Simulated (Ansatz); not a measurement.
Li3H: before and after

The calculation used Ansatz, DFT PBE, scalar-relativistic, plane waves, PAW. All cells share a 420 eV cutoff and Γ-centred k meshes spaced at most 0.3 Å⁻¹ (0.19 for metals, 2π included).

The start was the Cu3Au (L1_2) type (Pm-3m, No. 221), relaxed within its symmetry. A cell of 8 atoms (2 times the primitive one) was then disturbed at random, relaxed without symmetry and relaxed once more on a fine mesh. For metals, differences of a few meV/atom aren't resolved.

Before:

```
Li H
1.0
     3.89014    0.00000    0.00000
     0.00000    3.89014    0.00000
     0.00000    0.00000    3.89014
Li H
3 1
Direct
  0.00000 0.50000 0.50000
  0.50000 0.00000 0.50000
  0.50000 0.50000 0.00000
  0.00000 0.00000 0.00000
```

After:

```cif
data_structure
_symmetry_space_group_name_H-M 'Pmm2'
_symmetry_Int_Tables_number 25
_cell_length_a 3.0521
_cell_length_b 9.5406
_cell_length_c 4.0336
_cell_angle_alpha 90.000
_cell_angle_beta 90.000
_cell_angle_gamma 90.000
_cell_volume 117.45
loop_
_atom_site_label
_atom_site_type_symbol
_atom_site_symmetry_multiplicity
_atom_site_Wyckoff_symbol
_atom_site_fract_x
_atom_site_fract_y
_atom_site_fract_z
_atom_site_occupancy
Li1 Li 1 b 0.00000 0.50000 0.03363 1
Li2 Li 2 g 0.00000 0.85900 0.11776 1
Li3 Li 2 h 0.50000 0.32756 0.60564 1
Li4 Li 1 c 0.50000 0.00000 0.61624 1
H1 H 1 c 0.50000 0.00000 0.11527 1
H2 H 1 d 0.50000 0.50000 0.78805 1
```

Is this a distortion of the same structure or a reconstruction, and what lowers the energy?

A reconstruction, from Pm-3m (No. 221) to Pmm2 (No. 25). Each Li has on average 11.3 Li contacts in place of 8, longer on average (2.75 → 3.01 Å); H–Li bonds form, at 1.80 Å.

What does it gain?

317 meV/atom, with the volume going from 14.72 to 14.68 Å³/atom. Against the elements the energy goes from 0.19 to -0.13 eV/atom.

Cost: 4 runs of about 10 core-minutes in all, on Arm Neoverse V1 (shared hosts).